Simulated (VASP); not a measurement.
# Hf: relaxation of cell and atoms with LDA

Crystal: Hf.

```
Hf
1.0
     2.74077    0.00000    0.00000
    -1.37039    2.37358    0.00000
     0.00000    0.00000    4.52527
Hf
2
Direct
  0.33333 0.66667 0.25000
  0.66667 0.33333 0.75000
```

| Property | Result |
| --- | --- |
| Program | VASP 6.6.1 |
| Task | relaxation of cell and atoms |
| Functional | LDA |
| Potentials or basis | VASP PAW LDA potentials, release 64 (Hf_pv) |
| Cutoff | 350 eV |
| k mesh | 9 × 9 × 4 |
| Occupations | gaussian, width 0.1 eV |
| Spin | no spin polarisation |
| Target pressure | 100 GPa |
| Further INCAR settings | ALGO = Normal; EDIFF = 1e-07; IBRION = 2; EDIFFG = -0.002; NSW = 80; ISIF = 3 |
| Target pressure | 100 GPa |

* Relaxed volume: 13.72 Å³/atom
* Relaxed cell: a = 2.662 Å, b = 2.662 Å, c = 4.472 Å, α = 90.00°, β = 90.00°, γ = 120.00°
* Space group after relaxing (to 0.05 Å): P6_3/mmc (No. 194)
* Energy change on relaxing (the enthalpy is what falls): +543.2 meV/atom
* Ionic steps: 10
* Pressure after relaxing: 100.0 GPa
* Band gap on the k mesh: none (metal or under the smearing width)

Step by step:
| step | energy change (eV) | largest force (eV/Å) | pressure (GPa) | volume (Å³) |
| --- | --- | --- | --- | --- |
| 1 | 0.0000 | 0.0000 | 74.99 | 29.44 |
| 2 | 8.3897 | 0.0000 | 281.08 | 20.70 |
| 3 | 0.9363 | 0.0000 | 96.80 | 27.69 |
| 4 | 1.0445 | 0.0000 | 99.29 | 27.51 |
| 5 | 1.0754 | 0.0000 | 100.01 | 27.46 |
| 6 | 1.0954 | 0.0000 | 100.33 | 27.42 |
| 7 | 1.1010 | 0.0000 | 100.38 | 27.41 |
| 8 | 1.1022 | 0.0000 | 100.39 | 27.41 |
| 9 | 1.0298 | 0.0000 | 98.63 | 27.53 |
| 10 | 1.0863 | 0.0000 | 99.99 | 27.44 |

Final structure:
```yaml
crystal:
  lattice:
    - [2.66157, 0.00000, 0.00000]
    - [-1.33078, 2.30498, 0.00000]
    - [0.00000, 0.00000, 4.47224]
  atoms:
    - { symbol: Hf, position: [0.33333, 0.66667, 0.25000] }
    - { symbol: Hf, position: [0.66667, 0.33333, 0.75000] }
```

Levels at points of the mesh, in eV from the Fermi level:
```
           k point  band 7  band 8  band 9  band 10  band 11  band 12  band 13  band 14
(0.00, 0.00, 0.00)   -8.38   -5.42    0.52     1.17     1.17     2.42     2.42     3.46
(0.00, 0.00, 0.50)   -5.67   -5.67   -0.15    -0.15     1.16     1.16     1.16     1.16
```

Run time: 21 s on 1 thread of Intel(R) Xeon(R) 6975P-C (Granite Rapids), with other jobs on the host, peak memory 0.13 GiB.

Caveat: the cell is relaxed towards a set pressure, so the enthalpy falls and the energy may rise. Spin-orbit coupling is left out, which matters for the levels of Hf.
